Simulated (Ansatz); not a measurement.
**NaCl in Ansatz: convergence with xc grid**

Input of the first run (xc grid 1); the others differ in this setting and in those tied to it:

The input input.yaml:

```yaml
crystal:
  lattice:
    - [0.0, 2.7940632177, 2.7940632177]
    - [2.7940632177, 0.0, 2.7940632177]
    - [2.7940632177, 2.7940632177, 0.0]
  atoms:
    - { symbol: Cl, position: [0.5, 0.5, 0.5] }
    - { symbol: Na, position: [0.0, 0.0, 0.0] }
kpoints:
  mp_grid: { grid: [8, 8, 8] }
scf:
  occupations: { method: fermi_dirac, width: 0.05 }
hamiltonian:
  xc: pbesol
  pseudopotentials: { kind: all_electron, lapw: { basis_error: 0.001 } }
output:
  forces: true
  stress: true
  eigenvalues: true
basis:
  xc_grid: 1
```

Potentials or basis: all-electron LAPW, scalar-relativistic.

Run with:

```console
$ ansatz run input.yaml --threads 1 --pin off --max-ram 3072MiB --backend cpu --events-out ev --progress --plain --runs-dir out
```

The cell is a database's computed one.

Hardware: 1 thread of Intel(R) Xeon(R) Platinum 8259CL CPU @ 2.50GHz (Skylake/Cascade Lake) (shared host).

| xc grid | energy less the tightest run, at zero smearing (meV/atom) | SCF cycles | CPU time (s) | peak memory (GiB) |
| --- | --- | --- | --- | --- |
| 1 | 0.00 | 6 | 3.2 | 0.28 |
| 2 | 0.00 | 6 | 3.1 | 0.28 |
| 3 | 0.00 | 6 | 3.2 | 0.28 |
| 4 | 0.00 | 6 | 3.2 | 0.28 |

Against the tightest run, the energy stays within 1 meV/atom from 1 on. The tightest run that finished is the yardstick and may itself not be fully converged.
